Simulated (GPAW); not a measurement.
A run of GPAW 26.7.0 is set up as follows.

run.py

```python
from ase.dft.bandgap import bandgap
from ase.io import read, write
from ase.units import GPa
from gpaw import GPAW, PW

atoms = read('Cr.cif')
atoms.set_initial_magnetic_moments([4.0, -4.0])

calc = GPAW(mode=PW(500),
            xc='PBE',
            kpts={'size': (7, 7, 7), 'gamma': True},
            occupations={'name': 'fermi-dirac', 'width': 0.05},
            nbands=17,
            maxiter=120,
            txt='gpaw.txt')
atoms.calc = calc
energy = atoms.get_potential_energy()
forces = atoms.get_forces()
stress = atoms.get_stress()
calc.write('gs.gpw')
write('result.traj', atoms)
print(f'Energy: {energy:.6f} eV')
print('Forces (eV/A):')
print(forces.round(4))
print('Stress (GPa):', (stress / GPa).round(3))
print('Moments:', calc.get_magnetic_moments().round(3))
print('Fermi level:', round(calc.get_fermi_level(), 4), 'eV')
print(f'Gap: {bandgap(calc)[0]:.4f} eV, direct: {bandgap(calc, direct=True)[0]:.4f} eV')
```

The input Cr.cif:

```cif
data_Cr
_cell_length_a 2.96889936
_cell_length_b 2.96889936
_cell_length_c 2.96889936
_cell_angle_alpha 90.00000000
_cell_angle_beta 90.00000000
_cell_angle_gamma 90.00000000
_space_group_name_H-M_alt 'Im-3m'
_space_group_name_Hall '-I 4 2 3'
_space_group_IT_number 229
loop_
_space_group_symop_operation_xyz
'x,y,z'
'-x,-y,-z'
'-y,x,z'
'y,-x,-z'
'-x,-y,z'
'x,y,-z'
'y,-x,z'
'-y,x,-z'
'x,-y,-z'
'-x,y,z'
'-y,-x,-z'
'y,x,z'
'-x,y,-z'
'x,-y,z'
'y,x,-z'
'-y,-x,z'
'z,x,y'
'-z,-x,-y'
'z,-y,x'
'-z,y,-x'
'z,-x,-y'
'-z,x,y'
'z,y,-x'
'-z,-y,x'
'-z,x,-y'
'z,-x,y'
'-z,-y,-x'
'z,y,x'
'-z,-x,y'
'z,x,-y'
'-z,y,x'
'z,-y,-x'
'y,z,x'
'-y,-z,-x'
'x,z,-y'
'-x,-z,y'
'-y,z,-x'
'y,-z,x'
'-x,z,y'
'x,-z,-y'
'-y,-z,x'
'y,z,-x'
'-x,-z,-y'
'x,z,y'
'y,-z,-x'
'-y,z,x'
'x,-z,y'
'-x,z,-y'
'x+1/2,y+1/2,z+1/2'
'-x+1/2,-y+1/2,-z+1/2'
'-y+1/2,x+1/2,z+1/2'
'y+1/2,-x+1/2,-z+1/2'
'-x+1/2,-y+1/2,z+1/2'
'x+1/2,y+1/2,-z+1/2'
'y+1/2,-x+1/2,z+1/2'
'-y+1/2,x+1/2,-z+1/2'
'x+1/2,-y+1/2,-z+1/2'
'-x+1/2,y+1/2,z+1/2'
'-y+1/2,-x+1/2,-z+1/2'
'y+1/2,x+1/2,z+1/2'
'-x+1/2,y+1/2,-z+1/2'
'x+1/2,-y+1/2,z+1/2'
'y+1/2,x+1/2,-z+1/2'
'-y+1/2,-x+1/2,z+1/2'
'z+1/2,x+1/2,y+1/2'
'-z+1/2,-x+1/2,-y+1/2'
'z+1/2,-y+1/2,x+1/2'
'-z+1/2,y+1/2,-x+1/2'
'z+1/2,-x+1/2,-y+1/2'
'-z+1/2,x+1/2,y+1/2'
'z+1/2,y+1/2,-x+1/2'
'-z+1/2,-y+1/2,x+1/2'
'-z+1/2,x+1/2,-y+1/2'
'z+1/2,-x+1/2,y+1/2'
'-z+1/2,-y+1/2,-x+1/2'
'z+1/2,y+1/2,x+1/2'
'-z+1/2,-x+1/2,y+1/2'
'z+1/2,x+1/2,-y+1/2'
'-z+1/2,y+1/2,x+1/2'
'z+1/2,-y+1/2,-x+1/2'
'y+1/2,z+1/2,x+1/2'
'-y+1/2,-z+1/2,-x+1/2'
'x+1/2,z+1/2,-y+1/2'
'-x+1/2,-z+1/2,y+1/2'
'-y+1/2,z+1/2,-x+1/2'
'y+1/2,-z+1/2,x+1/2'
'-x+1/2,z+1/2,y+1/2'
'x+1/2,-z+1/2,-y+1/2'
'-y+1/2,-z+1/2,x+1/2'
'y+1/2,z+1/2,-x+1/2'
'-x+1/2,-z+1/2,-y+1/2'
'x+1/2,z+1/2,y+1/2'
'y+1/2,-z+1/2,-x+1/2'
'-y+1/2,z+1/2,x+1/2'
'x+1/2,-z+1/2,y+1/2'
'-x+1/2,z+1/2,-y+1/2'
loop_
_atom_site_label
_atom_site_type_symbol
_atom_site_symmetry_multiplicity
_atom_site_Wyckoff_symbol
_atom_site_fract_x
_atom_site_fract_y
_atom_site_fract_z
_atom_site_occupancy
Cr1 Cr 2 a 0.0000000000 0.0000000000 0.0000000000 1
```

Potentials or basis: GPAW PAW data sets (gpaw-data 1.2.1), pw.

Run with:

```console
$ OMP_NUM_THREADS=1 python run.py
```

Q: Estimate the site moments.

A: Cr +1.88, -1.88 μB.

Q: What does it give for the band gap on the k mesh?

A: None (metal or under the smearing width).

Q: What does it give for the net moment?

A: 0.00 μB per cell.

Q: Estimate the pressure.

A: -10.9 GPa.

Caveat: the cutoff is short for stress and forces, so pressures can be off by a GPa or more.
